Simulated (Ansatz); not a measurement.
Clean, relaxed (001) surface of Au, space group P6_3/mmc (No. 194) (top face towards +c; atoms held fixed, by place in the list: 1, 2, 3, 4, 5, 6, 7, 8):

```xyz
20
Lattice="5.7650 0.0000 0.0000 -2.8825 4.9926 0.0000 0.0000 0.0000 26.6093" Properties=species:S:1:pos:R:3 pbc="T T T"
Au    0.0000    1.6642    8.5000
Au   -1.4412    4.1605    8.5000
Au    2.8825    1.6642    8.5000
Au    1.4412    4.1605    8.5000
Au    1.4412    0.8321   10.9023
Au    0.0000    3.3284   10.9023
Au    4.3237    0.8321   10.9023
Au    2.8825    3.3284   10.9023
Au    0.0000    1.6642   13.3026
Au   -1.4412    4.1605   13.3026
Au    2.8825    1.6642   13.3026
Au    1.4412    4.1605   13.3026
Au    1.4412    0.8321   15.7072
Au    0.0000    3.3284   15.7072
Au    4.3237    0.8321   15.7072
Au    2.8825    3.3284   15.7072
Au    0.0000    1.6642   18.1749
Au   -1.4412    4.1605   18.1749
Au    2.8825    1.6642   18.1749
Au    1.4412    4.1605   18.1749
```

These are results of Ansatz, DFT PBE+D3(BJ), scalar-relativistic, plane waves, PAW, not measurements. Cutoff 420 eV; k points 6×6×1 on the computed 20-atom cell (Γ-centred); Gaussian smearing, width 0.10 eV; no spin polarisation. A dipole correction removes the field between periodic images along c.

The adsorption energy is E(slab + adsorbate) − E(slab) − E(free adsorbate, spin-polarised where open-shell). With the adsorbate the cell is lengthened along c to keep the vacuum.

Problem. Al (atom) is put on the top face (one adsorbate per 28.8 Å²) at each of these sites and relaxed. Order them from strongest to weakest binding.
A. hollow (Au-Au-Au) at (0.83, 0.67)
B. top (Au) at (0.67, 0.83)

Solution. A (-3.56 eV), B (-3.13 eV).

Each end is the local minimum or symmetric point that its start leads to. This isn't the usual crystal structure of Au.

The adsorbed runs have no spin polarisation, so weakly bound open-shell ends lie too high.